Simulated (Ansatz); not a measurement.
Crystal: BaTiO3.

```
CELL_PARAMETERS angstrom
3.99980 0.00000 0.00000
0.00000 3.99980 0.00000
0.00000 0.00000 4.01800
ATOMIC_POSITIONS crystal
Ba 0.00000 0.00000 0.00000
Ti 0.50000 0.50000 0.49000
O 0.00000 0.50000 0.51700
O 0.50000 0.00000 0.51700
O 0.50000 0.50000 0.01900
```

| Quantity | Value |
| --- | --- |
| Program | Ansatz 0.2.0 |
| Task | relaxation of cell and atoms |
| Functional | r2SCAN |
| Potentials or basis | Ansatz PAW |
| Cutoff | 500 eV (not typed: the program's choice for these potentials) |
| k mesh | 7 × 7 × 7 |
| Occupations | fermi-dirac, width 0.05 eV |
| Spin | no spin polarisation |

At the start: volume 12.86 Å³/atom.

Q: How do energy, volume and symmetry change on relaxing?

A: It ends after 8 steps and the volume is 12.98 Å³/atom (+1.0 %); space group P4mm (No. 99, to 0.05 Å).

The path:
| step | energy change (eV) | largest force (eV/Å) | volume (Å³) |
| --- | --- | --- | --- |
| 1 | 0.0000 | 0.3920 | 64.28 |
| 2 | -0.0057 | 0.1964 | 64.11 |
| 3 | -0.0073 | 0.2720 | 64.10 |
| 4 | -0.0113 | 0.2751 | 64.14 |
| 5 | -0.0204 | 0.0162 | 64.75 |
| 6 | -0.0204 | 0.0096 | 64.97 |
| 7 | -0.0205 | 0.0001 | 64.89 |
| 8 | -0.0208 | 0.0008 | 64.89 |

Final structure:
```
Ba Ti O
1.0
     3.97222    0.00000    0.00000
     0.00000    3.97222    0.00000
     0.00000    0.00000    4.11281
Ba Ti O
1 1 3
Cartesian
  0.0000 0.0000 -0.0181
  1.9861 1.9861 1.9638
  0.0000 1.9861 2.1290
  1.9861 0.0000 2.1290
  1.9861 1.9861 0.1423
```

Caveat: the plane-wave basis is chosen anew once the cell has moved, so the energies of steps on either side of that aren't comparable; the PAW data sets come from PBE, with cores solved anew for the run's functional, which leaves a small shift of forces and pressure.
